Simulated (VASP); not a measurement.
## SiC (distorted CsCl): one LDA single-point calculation in two programs

```
Si C
1.0
     2.58100   -0.00590    0.00000
    -0.00590    2.66020    0.02110
     0.00000    0.02110    2.70240
Si C
1 1
Direct
  0.99580 0.00620 0.00470
  0.49810 0.50080 0.50150
```

The two codes use different PAW datasets and cutoffs. VASP's cell holds 8 valence electrons and Ansatz's 8. LDA means the Perdew–Zunger form with relativistic exchange in VASP and the Perdew–Wang form in Ansatz. Ansatz's stress includes a Pulay correction; VASP's doesn't.

Cutoffs: 520 eV in VASP, 420 eV in Ansatz. k meshes: 8×8×8 and 8×8×8.

```
                                                                      VASP                             Ansatz
gap between bands v and c on the k mesh  -4.64 eV (bands overlap: a metal)  -4.64 eV (bands overlap: a metal)
         least direct gap on the k mesh                            0.10 eV                            0.10 eV
                               pressure                           -8.2 GPa                           -8.6 GPa
                          largest force                          0.08 eV/Å                          0.08 eV/Å
```

Forces (eV/Å), VASP:

| atom | Fx | Fy | Fz |
| --- | --- | --- | --- |
| Si | -0.031 | 0.063 | 0.038 |
| C | 0.031 | -0.063 | -0.038 |

Ansatz:

```csv
atom,Fx,Fy,Fz
Si,-0.031,0.063,0.038
C,0.031,-0.063,-0.038
```
